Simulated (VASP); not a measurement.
Input of a VASP 6.6.1 run:

File INCAR:

```
SYSTEM = Mg7Te8
PREC = Accurate
ENCUT = 520
EDIFF = 1E-6
ISMEAR = 0
SIGMA = 0.05
LREAL = Auto
LASPH = .TRUE.
NELM = 100
ALGO = Fast
ISIF = 2
LWAVE = .FALSE.
LCHARG = .FALSE.
GGA = PS
NBANDS = 44
```

Contents of KPOINTS:

```
Automatic mesh
0
G
  4 4 4
  0 0 0
```

File POSCAR:

```
Mg7Te8
1.0
    0.0000000000      5.9058590461     -5.9058590461
    5.9058590461      5.9058590461      0.0000000000
    5.9058590461      0.0000000000     -5.9058590461
Mg Te
7 8
Direct
    0.0000000000      0.5000000000      0.0000000000
    0.5000000000      0.0000000000      0.0000000000
    0.5000000000      0.5000000000      0.0000000000
    0.0000000000      0.0000000000      0.5000000000
    0.0000000000      0.5000000000      0.5000000000
    0.5000000000      0.0000000000      0.5000000000
    0.5000000000      0.5000000000      0.5000000000
    0.2486808482      0.7513191518      0.2486808482
    0.2500000000      0.2500000000      0.2500000000
    0.7513191518      0.7513191518      0.2486808482
    0.7513191518      0.2486808482      0.2486808482
    0.2486808482      0.7513191518      0.7513191518
    0.2486808482      0.2486808482      0.7513191518
    0.7500000000      0.7500000000      0.7500000000
    0.7513191518      0.2486808482      0.7513191518
```

Potentials or basis: VASP PAW PBE potentials, release 64 (Mg, Te).

Command:

```bash
$ cat potpaw_PBE.64/Mg/POTCAR potpaw_PBE.64/Te/POTCAR > POTCAR
$ mpirun -np 1 vasp_std > vasp.out
```

Q: Estimate the band gap on the k mesh.

A: None (metal or under the smearing width).

Q: What does it give for the pressure?

A: -1.2 GPa.

Forces in eV/Å, atoms in the order of the input:
```
Mg   0.000  0.000  0.000
Mg   0.000  0.000  0.000
Mg   0.000  0.000  0.000
Mg   0.000  0.000  0.000
Mg   0.000  0.000  0.000
Mg   0.000  0.000  0.000
Mg   0.000  0.000  0.000
Te   0.000  0.000 -0.006
Te   0.000  0.000  0.000
Te   0.000 -0.006  0.000
Te   0.006  0.000  0.000
Te  -0.006  0.000  0.000
Te   0.000  0.006  0.000
Te   0.000  0.000  0.000
Te   0.000  0.000  0.006
```

Caveat: the PAW data sets were made with another functional, which shifts forces and pressure a little. Spin-orbit coupling is left out, which matters for the levels of Te.
